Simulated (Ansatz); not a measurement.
The calculation used DFT, RPBE, plane waves (420 eV) with PAW, scalar-relativistic in Ansatz. (PAW data from PBE, frozen cores regenerated.)

An element in the bcc structure gives this curve. The cell is scaled uniformly from the relaxed one, with fractional coordinates and shape fixed. Energies are extrapolated to zero smearing, pressures are those at the given smearing. Magnetic state: spin not included.

| V (Å³/atom) | E − E₀ (meV/atom) | P (GPa) |
| --- | --- | --- |
| 10.951 | 87.8 | 21.57 |
| 11.449 | 35.5 | 12.57 |
| 11.947 | 8.0 | 5.52 |
| 12.445 | 0.0 | 0.01 |
| 12.942 | 7.1 | -4.30 |
| 13.440 | 26.0 | -7.66 |
| 13.938 | 54.1 | -10.28 |

Task: Which element is it?
A. phosphorus
B. nickel
C. vanadium
D. copper

Result: D. Its fit is V₀ = 12.44 Å³/atom, B₀ = 121 GPa, B₀′ = 5.2.
